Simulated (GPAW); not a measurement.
# Dielectric function and optical constants of TaN

Aim: the dielectric function of TaN, and the optical constants that follow from it.

Main program and level: GPAW 26.7.0; DFT, PBE, plane-wave PAW (GPAW data sets), scalar-relativistic, RPA, optical limit.

## Step 1: Starting point

The structure is hexagonal, space group P6_3/mmc (No. 194). Conventional cell: a = 3.048 Å, b = 3.048 Å, c = 4.918 Å, α = 90.00°, β = 90.00°, γ = 120.00°. Nearest to Ta lie 6 N at 2.15 Å. Nearest to N lie 6 Ta at 2.15 Å. Farther neighbours and most contacts between anions are not listed.

Coordinates:

```
Ta N
1.0
     3.04800    0.00000    0.00000
    -1.52400    2.63965    0.00000
     0.00000    0.00000    4.91800
Ta N
2 2
Direct
  0.00000 0.00000 0.50000
  0.00000 0.00000 0.00000
  0.66667 0.33333 0.75000
  0.33333 0.66667 0.25000
```

## Step 2: Ground state

The self-consistent density comes first; it also tells whether there is a gap, which decides the occupations and the need for a Drude term.

This step: DFT, PBE, plane-wave PAW (GPAW data sets), scalar-relativistic, ground state (GPAW 26.7.0).

gs.py reads:

```python
from ase import Atoms
from ase.dft.bandgap import bandgap
from gpaw import GPAW, PW, FermiDirac

atoms = Atoms(['Ta', 'Ta', 'N', 'N'],
              cell=[[3.047999999980, 0.000000000000, 0.000000000000],
                    [-1.523999999990, 2.639645430718, 0.000000000000],
                    [0.000000000000, 0.000000000000, 4.918000000000]],
              scaled_positions=[[0.000000000000, 0.000000000000, 0.500000000000],
                                [0.000000000000, 0.000000000000, 0.000000000000],
                                [0.666666666667, 0.333333333333, 0.750000000000],
                                [0.333333333333, 0.666666666667, 0.250000000000]],
              pbc=[True, True, True])
atoms.calc = GPAW(mode=PW(500), xc='PBE', kpts={'size': (8, 8, 5), 'gamma': True},
                  occupations=FermiDirac(0.05), maxiter=150, txt='gs.txt')
print('energy (eV)', atoms.get_potential_energy())
print('Fermi level (eV)', atoms.calc.get_fermi_level())
print('valence electrons', atoms.calc.get_number_of_electrons())
print('gap (eV)', bandgap(atoms.calc, output=None)[0])
print('direct gap (eV)', bandgap(atoms.calc, direct=True, output=None)[0])
atoms.calc.write('gs.gpw')
```

On the command line:

```sh
$ OMP_NUM_THREADS=1 python gs.py
```

Numbers of over 12 decimals in the logs are rounded to 6 here.

The program printed:

```text
__  _  _
 | _ |_)|_||  |
 |__||  | ||/\| - 26.7.0

Versions:
  Python: 3.12.14
  ASE:    3.29.0
  Numpy:  2.5.5
  Scipy:  1.18.1
  Libxc:  7.0.0

Input parameters:
  mode=PW(ecut=500.0),
  kpts=MonkhorstPack(size=(8, 8, 5), gamma=True),
  maxiter=150,
  occupations=Occupations(name='fermi-dirac', width=0.05, fixmagmom=False),
  xc=XC(name='PBE')

Diagonalizing LCAO Hamiltonian
Converting LCAO to pw mode

            N

       Ta
         N

       Ta

Atoms  # Å, Bohr magnetons
|   | symbol |         x |        y |        z |    initial magnetic moments |
| 0 |     Ta |  0.000000 | 0.000000 | 2.459000 | ( 0.0000,  0.0000,  0.0000) |
| 1 |     Ta |  0.000000 | 0.000000 | 0.000000 | ( 0.0000,  0.0000,  0.0000) |
| 2 |      N |  1.524000 | 0.879882 | 3.688500 | ( 0.0000,  0.0000,  0.0000) |
| 3 |      N | -0.000000 | 1.759764 | 1.229500 | ( 0.0000,  0.0000,  0.0000) |

Unit cell  # Å
| periodic |         x |        y |        z |  lengths |     angles |
|      yes |  3.048000 | 0.000000 | 0.000000 | 3.048000 |  90.000000 |
|      yes | -1.524000 | 2.639645 | 0.000000 | 3.048000 |  90.000000 |
|      yes |  0.000000 | 0.000000 | 4.918000 | 4.918000 | 120.000000 |

Number of symmetries: 12
Symmetry operations  # r_c * U_cc + t_c -> r_c
|    | kind |            matrix            |
|  0 |  σ   |  1, 1, 0,  0,-1, 0,  0, 0, 1 |
|  1 |  S6  |  1, 1, 0, -1, 0, 0,  0, 0,-1 |
|  2 |  E   |  1, 0, 0,  0, 1, 0,  0, 0, 1 |
|  3 |  C2  |  1, 0, 0, -1,-1, 0,  0, 0,-1 |
|  4 |  C2  |  0, 1, 0,  1, 0, 0,  0, 0,-1 |
|  5 |  C3  |  0, 1, 0, -1,-1, 0,  0, 0, 1 |
|  6 |  S6  |  0,-1, 0,  1, 1, 0,  0, 0,-1 |
|  7 |  σ   |  0,-1, 0, -1, 0, 0,  0, 0, 1 |
|  8 |  σ   | -1, 0, 0,  1, 1, 0,  0, 0, 1 |
|  9 |  i   | -1, 0, 0,  0,-1, 0,  0, 0,-1 |
| 10 |  C3  | -1,-1, 0,  1, 0, 0,  0, 0, 1 |
| 11 |  C2  | -1,-1, 0,  0, 1, 0,  0, 0,-1 |

BZ-sampling:
  Number of BZ points: 320
  Number of IBZ points: 40

  Monkhorst-Pack size: [8, 8, 5]
  Monkhorst-Pack shift: [0.0625, 0.0625, 0.0]

K-points  # in reciprocal-cell coordinates
|     |                                coordinates |     weight |
|   0 | (  0.00000000,   0.00000000,   0.00000000) | 0.00312500 |
|   1 | (  0.00000000,   0.00000000,   0.20000000) | 0.00625000 |
|   2 | (  0.00000000,   0.00000000,   0.40000000) | 0.00625000 |
|   3 | (  0.12500000,   0.00000000,  -0.40000000) | 0.01875000 |
|   4 | (  0.12500000,   0.00000000,  -0.20000000) | 0.01875000 |
|   5 | (  0.12500000,   0.00000000,   0.00000000) | 0.01875000 |
|   6 | (  0.12500000,   0.00000000,   0.20000000) | 0.01875000 |
|   7 | (  0.12500000,   0.00000000,   0.40000000) | 0.01875000 |
|   8 | (  0.25000000,  -0.12500000,   0.00000000) | 0.01875000 |
|   9 | (  0.25000000,  -0.12500000,   0.20000000) | 0.03750000 |
| ... |                                            |            |
|  39 | (  0.50000000,   0.50000000,   0.40000000) | 0.01875000 |

Plane wave coefficients: 1026
Cutoff: 500.0 eV

Spin-components: 1 (collinear spins)
Bands:           26
Projectors:      22
Spin-degeneracy: 2
Datatype:        complex128

Parallelization:
  kpt:    1
  domain: 1
  band:   1

Density:
  Valence electrons: 36.0
  Components: 1
  Grid points: [16 16 27]
  Charge: 0.0  # |e|

Potential:
  Grid points: [16 16 27]

species:
  Ta:
    name:    Tantalum
    id:
    Z:       73.0
    valence: 13
    core:    60
    charge:  0.0  # [|e|]
    compensation charges:
      type: gauss
      rc: 0.42  # [Å]
      lmax: 2
    cutoffs:
      filter: 2.36  # [Å]
      core: 3.45  # [Å]
    projectors
    | kind |    occ | energy [eV] | rcut [Å] |
    |   5s |  2.000 |     -72.790 |    1.365 |
    |   6s |  2.000 |      -5.429 |    1.365 |
    |   5p |  6.000 |     -39.427 |    1.349 |
    |   6p |  0.000 |      -1.396 |    1.349 |
    |   5d |  3.000 |      -3.603 |    1.307 |
    |    d |        |      23.609 |    1.307 |

    Using partial waves for Ta as LCAO basis

  N:
    name:    Nitrogen
    id:
    Z:       7.0
    valence: 5
    core:    2
    charge:  0.0  # [|e|]
    compensation charges:
      type: gauss
      rc: 0.18  # [Å]
      lmax: 2
    cutoffs:
      filter: 1.11  # [Å]
      core: 0.96  # [Å]
    projectors
    | kind |    occ | energy [eV] | rcut [Å] |
    |   2s |  2.000 |     -18.583 |    0.603 |
    |   2p |  3.000 |      -7.089 |    0.529 |
    |    s |        |       8.629 |    0.603 |
    |    p |        |      20.123 |    0.529 |
    |    d |        |       0.000 |    0.577 |

    Using partial waves for N as LCAO basis

Reference energy: -851308.325810  # eV

eigensolver:
  PPCG
  Converge bands: occupied
  niter=2

density mixing:
  MSR1-Mixer
  Pratt-step length: 0.05
  Maximum mixing coefficient: 0.75
  Old densities: 10
  SVD Regularization: 0.005
  Good broyden scale: 1.0
  Trust region scale: 1.0
  Backstep threshold: 4.0
  History deletion threshold: 6.0
  Fourier metric: weight=20.0, sigma=0.015

occupation numbers:
  Fermi-Dirac:
    width: 0.0500  # eV

poisson solver:
  ecut: 4000.0  # eV

xc functional:
  name: PBE with 2 nearest neighbor stencil

convergence criteria:
- Maximum [total energy] change in last 3 cyles: 0.0005 eV / valence electron
- Maximum integral of absolute [dens]ity change: 0.0001 electrons / valence electron
- Maximum integral of absolute [eigenst]ate change: 4e-08 eV^2 / valence electron
maximum number of iterations: 150

SCF iterations
|iter     |      energy | eigst |  dens |
|iter:   1||  -39.134669 | +0.29 |       |
|iter:   2||  -38.353847 | -1.62 | -0.96 |
|iter:   3||  -36.397998 | -0.53 | -1.02 |
|iter:   4||  -36.406319 | -2.76 | -1.66 |
|iter:   5||  -36.419802 | -3.06 | -1.93 |
|iter:   6||  -36.420575c| -4.45 | -2.73 |
|iter:   7||  -36.420618c| -5.49 | -3.43 |
|iter:   8||  -36.420610c| -5.92 | -3.71 |
|iter:   9||  -36.420610c| -6.95 | -4.02c|
|iter:  10||  -36.420609c| -7.81c| -4.95c|

Converged in 10 steps
SCF loop duration: 11.619 s (1.162 s/step)
Energy contributions relative to reference atoms: (reference = -851308.325810)

Energy contributions:
  Kinetic:          94.571973
  Coulomb:         -83.636844
  Zero:             -0.467557
  External:          0.000000
  Xc:              -46.879586
  Entropy:          -0.017190
  Spinorbit:         0.000000
  ----------------------------
  Free energy:     -36.429204
  Extrapolated:    -36.420609

dipole moment: (-10.871296, -18.829637, -17.541024)  # |e|*Ang

Fermi level: 16.397
Eigenvalues  # (at kpt = [0.000, 0.000, 0.000])
| band index |      eig [eV] | occ [0-2] |
|          0 |       -52.372 |     2.000 |
|        ... |               |           |
|         13 |        11.139 |     2.000 |
|         14 |        12.709 |     2.000 |
|         15 |        12.709 |     2.000 |
|         16 |        12.739 |     2.000 |
|         17 |        14.517 |     2.000 |
|         18 |        14.517 |     2.000 |
|         19 |        15.747 |     2.000 |
|         20 |        15.747 |     2.000 |
|         21 |        19.129 |     0.000 |
|         22 |        20.683 |     0.000 |
|         23 |        21.369 |     0.000 |
|         24 |        21.369 |     0.000 |
|         25 |        23.102 |     0.000 |

No gap
No difference between direct/indirect transitions

--- standard output ---
energy (eV) -36.420609
Fermi level (eV) 16.396643
valence electrons 36.0
gap (eV) 0.0
direct gap (eV) 0.0
```

Elapsed: 14 s, on 1 thread of Intel Xeon Platinum 8375C at 2.90GHz (Ice Lake), shared host; peak memory 0.16 GiB.

This step gave:

- energy: -36.42 eV
- Fermi energy: 16.40 eV
- electrons: 36

There are states at the Fermi level within the smearing, so the occupations stay smeared and the carriers get a Drude term.

## Step 3: Bands for the response

At the fixed density, many empty bands are solved on the mesh of the response, since the spectrum sums over them.

This step: DFT, PBE, plane-wave PAW (GPAW data sets), scalar-relativistic, bands at fixed density (GPAW 26.7.0).

nscf.py reads:

```python
from ase.dft.bandgap import bandgap
from gpaw import GPAW, FermiDirac

calc = GPAW('gs.gpw').fixed_density(kpts={'size': (12, 12, 12), 'gamma': True}, nbands=45, convergence={'bands': 39},
                                    occupations=FermiDirac(0.05), txt='nscf.txt')
print('gap (eV)', bandgap(calc, output=None)[0])
print('direct gap (eV)', bandgap(calc, direct=True, output=None)[0])
print('top band over the Fermi level (eV)', min(calc.get_eigenvalues(kpt=k)[38] for k in range(len(calc.get_ibz_k_points()))) - calc.get_fermi_level())
calc.write('full.gpw', mode='all')
```

On the command line:

```sh
$ OMP_NUM_THREADS=1 python nscf.py
```

The program printed:

```text
Diagonalizing LCAO Hamiltonian
Converting LCAO to pw mode
convergence criteria:
- Maximum integral of absolute [eigenst]ate change: 4e-08 eV^2 / valence electron
maximum number of iterations: 150

SCF iterations
|iter     |      energy | eigst |  dens |
|iter:   1||             | +2.67 |       |
|iter:   2||             | +1.55 |       |
|iter:   3||             | +0.58 |       |
|iter:   4||             | -0.35 |       |
|iter:   5||             | -1.11 |       |
|iter:   6||             | -1.96 |       |
|iter:   7||             | -2.65 |       |
|iter:   8||             | -3.53 |       |
|iter:   9||             | -4.27 |       |
|iter:  10||             | -5.15 |       |
|iter:  11||             | -5.86 |       |
|iter:  12||             | -6.72 |       |
|iter:  13||             | -7.42c|       |
SCF steps: 13
  __  _  _
 | _ |_)|_||  |
 |__||  | ||/\| - 26.7.0

Versions:
  Python: 3.12.14
  ASE:    3.29.0
  Numpy:  2.5.5
  Scipy:  1.18.1
  Libxc:  7.0.0

Input parameters:
  mode=PW(ecut=500.0),
  convergence={'bands': 39},
  gpts=array([16, 16, 27]),
  kpts=MonkhorstPack(size=(12, 12, 12), gamma=True),
  maxiter=150,
  nbands=45,
  occupations=Occupations(name='fermi-dirac', width=0.05, fixmagmom=False),
  parallel={},
  xc=XC(name='PBE')

--- standard output ---
gap (eV) 0.0
direct gap (eV) 0.0
top band over the Fermi level (eV) 24.669065
```

Run time: 2 min. Hardware: 1 thread; peak memory 0.35 GiB.

(Part 1 of 2 ends here.)

[Machine, clock and banner lines and Python warnings are left out of the logs.]

[Logs are printed without paths, hosts, clocks, repeated set-up lines and the standing remarks that a program may print on its own settings, such as how far it seeks lower states.]

[Hosts, paths, dates, database ids (printed as entryN), source tags and the programs' standing remarks are cut or masked in the printed files.]
